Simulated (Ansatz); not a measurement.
This is a relaxation of cell and atoms with the plane-wave code Ansatz on a 6-atom cell of Cu₂O started from a crystallographic database; the level of theory is LDA. The starting cell comes from a relaxation with PBE.

```yaml
crystal:
  lattice:
    - [4.2984527194, 0.0, 0.0]
    - [0.0, 4.2984527194, 0.0]
    - [0.0, 0.0, 4.2984527194]
  atoms:
    - { symbol: Cu, position: [0.25, 0.25, 0.25] }
    - { symbol: Cu, position: [0.25, 0.75, 0.75] }
    - { symbol: Cu, position: [0.75, 0.75, 0.25] }
    - { symbol: Cu, position: [0.75, 0.25, 0.75] }
    - { symbol: O, position: [0.0, 0.0, 0.0] }
    - { symbol: O, position: [0.5, 0.5, 0.5] }
kpoints:
  mp_grid: { grid: [6, 6, 6] }
hamiltonian:
  xc: lda
scf:
  occupations: { method: fermi_dirac, width: 0.02 }
relax:
  f_tol: 0.005
  cell: {}
```

In the abridged output below, numbers in square brackets stand for lines, or ends of lines, that were taken out.
```
Functional definition: SPW92
Crystal: 6 atoms, lattice volume = 79.421 Å³
[1]
Bands: 53, of which v1, the nominal top of the filled ones, is band 44 counted from 1 (43 counted from 0)
Symmetry: 48 space group operations
Space group: Pn-3m (ITA 224)
[2]
preconditioner: auto → Resta (q_TF=auto, 2.775 Å⁻¹)  ε∞=11.4  [insulator: Δε(μ)=0.466 eV  σ=0.020 eV  ℏωp=31.2 eV]
relax step 1: F+E_penalty+E_count = -27330.34249574 eV  P = -11.059 GPa  Ω = 79.421 Å³
--- Relaxed structure (5 steps of the walk, 5 accepted, 2 SCFs on fresh bases) ---
[3]
```

Task: Give the withheld lines. They hold the relaxed structure, the count of irreducible k points, cutoff and plane waves at Γ.

Result:
```
[1]
Basis set: ecut = 420 eV, 1551 PW (Γ)
[2]
k-points: 20 of 216
[3]
  F+E_penalty+E_count = -27330.61019148 eV
  cell:  # Å, volume = 72.3366 Å³
    - [4.166641, 0.000000, 0.000000]
    - [0.000000, 4.166641, 0.000000]
    - [0.000000, 0.000000, 4.166641]
  atoms:
    - { symbol: Cu, position: [0.250000, 0.250000, 0.250000] }
    - { symbol: Cu, position: [0.250000, 0.750000, 0.750000] }
    - { symbol: Cu, position: [0.750000, 0.750000, 0.250000] }
    - { symbol: Cu, position: [0.750000, 0.250000, 0.750000] }
    - { symbol: O, position: [0.000000, 0.000000, 0.000000] }
    - { symbol: O, position: [0.500000, 0.500000, 0.500000] }
```
Only the leading digits can be foreseen; the rest is this run's record.

The walk took 5 steps and changed the volume by -8.9 %. The last SCF, on a fresh basis, lies 44.6 meV an atom below the first. Final cell: the symmetry is Pn-3m (No. 224, cubic); a = 4.167 Å in the conventional setting, 12.06 Å³ an atom. Cu is surrounded by 2 O at 1.80 Å; O is surrounded by 4 Cu at 1.80 Å.

Run as `ansatz run input.yaml --threads 4 --pin off --max-ram 7372MiB --backend cpu --events-out ev --progress --plain --runs-dir out`. Wall time 6.6 s on 4 threads of Arm Neoverse V2, with other jobs on the host, load about 0.4 per core; peak host memory 0.42 GiB.

Spin-unpolarised throughout; all numbers are computed.
